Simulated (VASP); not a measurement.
# Au (I4/mmm) in VASP: further runs

Runs on Au. Level: PBE. Tasks: single point.

Everything below comes from runs of VASP 6.6.1. Logs are shortened: lines on timing, memory, paths and dates and some standing lists are left out, and cuts for length are marked.

## 1. The cell of the first run

The structure is tetragonal, space group I4/mmm (No. 139). Conventional cell: a = 2.748 Å, b = 2.748 Å, c = 4.193 Å, α = 90.00°, β = 90.00°, γ = 90.00°. Au (site symmetry 4/mmm) has 12 Au at 2.75 to 2.86 Å as nearest neighbours.

## 2. Single point, PBE (strain -0.050 along x and y, +0.025 along z, atoms carried along)

Contents of INCAR:

```
SYSTEM = Au
ALGO = Fast ; EDIFF = 1E-6
ENCUT = 520 ; GGA = PE
ISIF = 2 ; ISMEAR = 0
LASPH = .TRUE. ; LCHARG = .TRUE.
LELF = .TRUE. ; LREAL = .FALSE.
LVHAR = .TRUE. ; LWAVE = .FALSE.
NBANDS = 12 ; NELM = 100
PREC = Accurate ; SIGMA = 0.15
```

Contents of KPOINTS:

```
k-points
0
G
  20 20 20
  0 0 0
```

Contents of POSCAR:

```
Au
1.0
    0.0000000000      1.9432250000      2.0966375000
    1.9432250000      0.0000000000      2.0966375000
    1.9432250000      1.9432250000      0.0000000000
Au
1
Direct
    0.0000000000      0.0000000000      0.0000000000
```

Potentials or basis: VASP PAW PBE potentials, release 64 (Au).

Launch:

```console
$ cat potpaw_PBE.64/Au/POTCAR > POTCAR
$ mpirun -np 1 vasp_std > vasp.out
```

OUTCAR:

```text
SYSTEM = Au
   EDIFF = 1E-6
   ENCUT = 520
   GGA = PE
   ISIF = 2
   ISMEAR = 0
   LASPH = .TRUE.
   LREAL = .FALSE.
   NELM = 100
   PREC = Accurate

 ion  position               nearest neighbor table
   1  0.000  0.000  0.000-

  LATTYP: Found a body centered tetragonal cell.
 ALAT       =     2.7481351497
 C/A-ratio  =     1.5258620015

  Lattice vectors:

 A1 = (  -1.9432250000,   0.0000000000,   2.0966375000)
 A2 = (   1.9432250000,   0.0000000000,   2.0966375000)
 A3 = (   0.0000000000,   1.9432250000,  -2.0966375000)

Analysis of symmetry for initial positions (statically):
=====================================================================
 Subroutine PRICEL returns:
 Original cell was already a primitive cell.

 Routine SETGRP: Setting up the symmetry group for a
 body centered tetragonal supercell.

 Subroutine GETGRP returns: Found 16 space group operations
 (whereof 16 operations were pure point group operations)
 out of a pool of 16 trial point group operations.

The static configuration has the point symmetry D_4h.

Analysis of symmetry for dynamics (positions and initial velocities):
=====================================================================
 Subroutine PRICEL returns:
 Original cell was already a primitive cell.

 Routine SETGRP: Setting up the symmetry group for a
 body centered tetragonal supercell.

 Subroutine GETGRP returns: Found 16 space group operations
 (whereof 16 operations were pure point group operations)
 out of a pool of 16 trial point group operations.

The dynamic configuration has the point symmetry D_4h.

 Subroutine INISYM returns: Found 16 space group operations
 (whereof 16 operations are pure point group operations),
 and found     1 'primitive' translations

----------------------------------------------------------------------------------------

                                     Primitive cell

  volume of cell :      15.8343

  direct lattice vectors                    reciprocal lattice vectors
     0.000000000  1.943225000  2.096637500    -0.257304224  0.257304224  0.238477085
     1.943225000  0.000000000  2.096637500     0.257304224 -0.257304224  0.238477085
     1.943225000  1.943225000  0.000000000     0.257304224  0.257304224 -0.238477085

  length of vectors
     2.858673155  2.858673155  2.748135150     0.435065796  0.435065796  0.435065796

  position of ions in fractional coordinates (direct lattice)
     0.000000000  0.000000000  0.000000000

  ion indices of the primitive-cell ions
   primitive index   ion index
                 1           1

----------------------------------------------------------------------------------------

 KPOINTS: k-points

Automatic generation of k-mesh.
 Grid dimensions read from file:
 generate k-points for:   20   20   20

 Generating k-lattice:

  Cartesian coordinates                     Fractional coordinates (reciprocal lattice)
    -0.012865211  0.012865211  0.011923854     0.050000000 -0.000000000  0.000000000
     0.012865211 -0.012865211  0.011923854    -0.000000000  0.050000000  0.000000000
     0.012865211  0.012865211 -0.011923854     0.000000000  0.000000000  0.050000000

  Length of vectors
     0.021753290  0.021753290  0.021753290

  Shift w.r.t. Gamma in fractional coordinates (k-lattice)
     0.000000000  0.000000000  0.000000000

 Subroutine IBZKPT returns following result:
 ===========================================

 Found    641 irreducible k-points:

 Following reciprocal coordinates:
            Coordinates               Weight
  0.000000  0.000000  0.000000      1.000000
  0.050000  0.000000  0.000000      8.000000
  0.100000  0.000000  0.000000      8.000000
  0.150000  0.000000  0.000000      8.000000
  0.200000  0.000000  0.000000      8.000000
  0.250000  0.000000  0.000000      8.000000
[... 16 lines left out ...]
 -0.400000  0.050000  0.000000      8.000000
 -0.350000  0.050000  0.000000      8.000000
 [... further k-points ...]
   k-points           NKPTS =    641   k-points in BZ     NKDIM =    641   number of bands    NBANDS=     12
   number of dos      NEDOS =    301   number of ions     NIONS =      1
   total plane-waves  NPLWV =  11520
   dimension x,y,z NGX =    24 NGY =   24 NGZ =   20
   dimension x,y,z NGXF=    48 NGYF=   48 NGZF=   40
   ions per type =               1
   NGX,Y,Z   is equivalent  to a cutoff of  13.96, 13.96, 12.10 a.u.
   NGXF,Y,Z  is equivalent  to a cutoff of  27.91, 27.91, 24.20 a.u.
 SYSTEM =  Au
   PREC   = accura    normal or accurate (medium, high low for compatibility)
   ISTART =      0    job   : 0-new  1-cont  2-samecut
   ICHARG =      2    charge: 1-file 2-atom 10-const
   ISPIN  =      1    spin polarized calculation?
   LNONCOLLINEAR =      F non collinear calculations
   LSORBIT =      F    spin-orbit coupling
   LASPH  =      T    aspherical Exc in radial PAW
   ENCUT  =  520.0 eV  38.22 Ry    6.18 a.u.   5.32  5.32  5.11*2*pi/ulx,y,z
   NELM   =    100;   NELMIN=  2; NELMDL= -5     # of ELM steps
   EDIFF  = 0.1E-05   stopping-criterion for ELM
[... 8 lines left out ...]
   TEBEG  =    0.0;   TEEND  =   0.0 temperature during run
   PSTRESS=    0.0 pullay stress
   NELECT =      11.0000    total number of electrons
   NUPDOWN=      -1.0000    fix difference up-down
   EMIN   =  10.00;   EMAX   =-10.00  energy-range for DOS
   EFERMI =   0.00;   METHOD = LEGACY
   ISMEAR =     0;   SIGMA  =   0.15  broadening in eV -4-tet -1-fermi 0-gaus
   EFERMI_NEDOS =   21; number of points for ismear=-14 and -15
   IALGO  =     68    algorithm
   IMIX   =      4    mixing-type and parameters
     AMIX     =   0.40;   BMIX     =  1.00
     AMIX_MAG =   1.60;   BMIX_MAG =  1.00
  volume/ion in A,a.u.               =      15.83       106.86
  Fermi-wavevector in a.u.,A,eV,Ry     =   1.449904  2.739921 28.602458  2.102221
  Thomas-Fermi vector in A             =   2.567577
   LORBIT       =      0    0 simple, 1 ext, 2 COOP (PROOUT), +10 PAW based schemes
   GGA     = PE    functional components
   LHFCALC =     F    Hartree Fock is set to
   AEXX    =    0.0000 exact exchange contribution
   IVDW    =     0    specifies the selected vdW correction
   LEPSILON=     F    determine dielectric tensor
   LRPA    =     F    only Hartree local field effects (RPA)
 non-spin polarized calculation
 RMM-DIIS sequential band-by-band and
 Gauss-broadening in eV      SIGMA  =   0.15
  energy-cutoff  :      520.00
  volume of cell :       15.83
 maximum number of plane-waves:       443
 NGX is ok and might be reduce to    24
   NGX = 11   NGY = 11   NGZ = 11

 number of electron      11.0000000 magnetization

 Free energy of the ion-electron system (eV)
  ---------------------------------------------------
  ext. energy  EPLUGINS =         0.00000000
  ---------------------------------------------------
  free energy    TOTEN  =        -3.06657515 eV

  energy without entropy =       -3.06356488  energy(sigma->0) =       -3.06507002

 E-fermi :  10.8057     XC(G=0): -13.1614

 val. band max:       10.8007667174   @ k =   0.5000   0.1000   0.3000
 cond. band min:      10.8100824656   @ k =  -0.3500   0.1500   0.0000
 fundamental gap:      0.0093157482
 Fermi energy:        10.8057286675

 k-point     1 :       0.0000    0.0000    0.0000
  band No.  band energies     occupation
      1       0.0928      2.00000
      2       5.1311      2.00000
      3       5.9252      2.00000
      4       5.9252      2.00000
      5       6.8946      2.00000
      6       7.7719      2.00000
      7      25.2358      0.00000
      8      28.5680      0.00000
      9      30.0894      0.00000
     10      30.0894      0.00000
     11      34.8244      0.00000
     12      39.7020      0.00000

 k-point     2 :       0.0500    0.0000    0.0000
  band No.  band energies     occupation
      1       0.1868      2.00000
      2       5.1516      2.00000
      3       5.9036      2.00000
      4       5.9585      2.00000
      5       6.8886      2.00000
      6       7.7458      2.00000
      7      25.3583      0.00000
      8      28.4797      0.00000
      9      29.6962      0.00000
     10      30.2159      0.00000
     11      35.4019      0.00000
     12      37.9837      0.00000

 k-point     3 :       0.1000    0.0000    0.0000
  band No.  band energies     occupation
      1       0.4624      2.00000
      2       5.1976      2.00000
      3       5.8508      2.00000
      4       6.0505      2.00000
      5       6.8879      2.00000
      6       7.6780      2.00000
      7      25.6800      0.00000
      8      27.6518      0.00000
      9      29.5751      0.00000
     10      30.5797      0.00000
     11      35.4444      0.00000
     12      37.2965      0.00000
[... 286 lines left out ...]
 k-point    23 :      -0.4000    0.0500    0.0000
  band No.  band energies     occupation
      1       2.8120      2.00000
      2       5.2764      2.00000
      3       6.0395      2.00000
      4       7.6659      2.00000
      5       8.3039      2.00000
      6       9.3968      2.00000
      7      15.8963      0.00000
      8      24.5782      0.00000
      9      27.8950      0.00000
     10      30.0680      0.00000
     11      35.0389      0.00000
     12      37.1609      0.00000

 k-point    24 :      -0.3500    0.0500    0.0000
  band No.  band energies     occupation
      1       2.7791      2.00000
      2       5.3604      2.00000
      3       6.1228      2.00000
      4       6.8295      2.00000
      5       8.0424      2.00000
      6       8.8096      2.00000
      7      17.7211      0.00000
      8      24.9800      0.00000
      9      28.4842      0.00000
     10      31.0138      0.00000
     11      34.1357      0.00000
     12      35.9275      0.00000

 [... further k-points ...]

------------------------ aborting loop because EDIFF is reached ----------------------------------------

  FORCE on cell =-STRESS in cart. coord.  units (eV):
  Direction    XX          YY          ZZ          XY          YZ          ZX
  --------------------------------------------------------------------------------------
  -------------------------------------------------------------------------------------
  Total        2.6848246      2.6848246      2.2309671      0.0000000      0.0000000     -0.0000000
  in kB      271.6607989    271.6607989    225.7377717      0.0000000      0.0000000     -0.0000000
  external PRESSURE =     256.3531232 kB  Pullay stress =       0.0000000 kB

 VOLUME and BASIS-vectors are now :
 -----------------------------------------------------------------------------
  energy-cutoff  :      520.00
  volume of cell :       15.83
      direct lattice vectors                 reciprocal lattice vectors
     0.000000000  1.943225000  2.096637500    -0.257304224  0.257304224  0.238477085
     1.943225000  0.000000000  2.096637500     0.257304224 -0.257304224  0.238477085
     1.943225000  1.943225000  0.000000000     0.257304224  0.257304224 -0.238477085

 POSITION                                       TOTAL-FORCE (eV/Angst)
 -----------------------------------------------------------------------------------
      0.00000      0.00000      0.00000         0.000000      0.000000      0.000000
 -----------------------------------------------------------------------------------
    total drift:                                0.000000      0.000000     -0.000000

  FREE ENERGIE OF THE ION-ELECTRON SYSTEM (eV)
  ---------------------------------------------------
  free  energy   TOTEN  =        -3.0665751548 eV

  energy  without entropy=       -3.0635648807  energy(sigma->0) =       -3.06507002
```

It took 39 s on 1 thread of Intel Xeon 6975P-C (Granite Rapids), shared host; peak memory 0.23 GiB.

What came out:

```yaml
Free_energy: -3.0666 eV
Pressure: 25.6 GPa
Band_gap_on_the_k_mesh: none (metal or under the smearing width)
```

Caveat: so large a pressure means that the cell lies far from this level's equilibrium, or that cutoff or potentials fall short. Spin-orbit coupling is left out, which matters for the levels of Au.

## 3. Single point, PBE (strain +0.050 along x and y, -0.050 along z, atoms carried along)

Contents of INCAR:

```
SYSTEM = Au
PREC = Accurate
ENCUT = 520
EDIFF = 1E-6
ISMEAR = 0
SIGMA = 0.15
LREAL = .False.
LASPH = .True.
NELM = 100
ALGO = Fast
ISIF = 2
LWAVE = .False.
LCHARG = .False.
GGA = PE
NBANDS = 12
```

Contents of KPOINTS:

```
regular mesh
0
Gamma
  20 20 20
  0 0 0
```

Contents of POSCAR:

```
Au
1.0
    0.0000000000      2.1477750000      1.9432250000
    2.1477750000      0.0000000000      1.9432250000
    2.1477750000      2.1477750000      0.0000000000
Au
1
Direct
    0.0000000000      0.0000000000      0.0000000000
```

Potentials or basis: VASP PAW PBE potentials, release 64 (Au).

Launch:

```console
$ cat potpaw_PBE.64/Au/POTCAR > POTCAR
$ mpirun -np 1 vasp_std > vasp.out
```

Wall time 46 s (1 thread of Intel Xeon 6975P-C (Granite Rapids), shared host); peak memory 0.25 GiB.

The run converged. Its results:

```yaml
Free_energy: -3.2156 eV
Pressure: 0.4 GPa
Band_gap_on_the_k_mesh: none (metal or under the smearing width)
```

Stress tensor (GPa, compression positive):
```
-0.05  0.00  0.00
 0.00 -0.05  0.00
 0.00  0.00  1.30
```

Levels at points of the mesh, in eV from the Fermi level:
```
           k point  band 4  band 5  band 6  band 7  band 8  band 9
(0.00, 0.00, 0.00)   -3.91   -3.51   -2.71   14.72   17.78   17.78
(0.50, 0.00, 0.00)   -2.18   -1.76   -0.71    2.84   13.67   15.69
(0.50, 0.50, 0.00)   -1.65   -1.65    2.35    6.85    8.74    8.74
(0.50, 0.00, 0.50)   -1.99   -1.44    0.63    4.68   10.42   10.62
```

The run has no spin-orbit coupling, so splittings on Au are missing.

(Continued in part 2 of 2.)
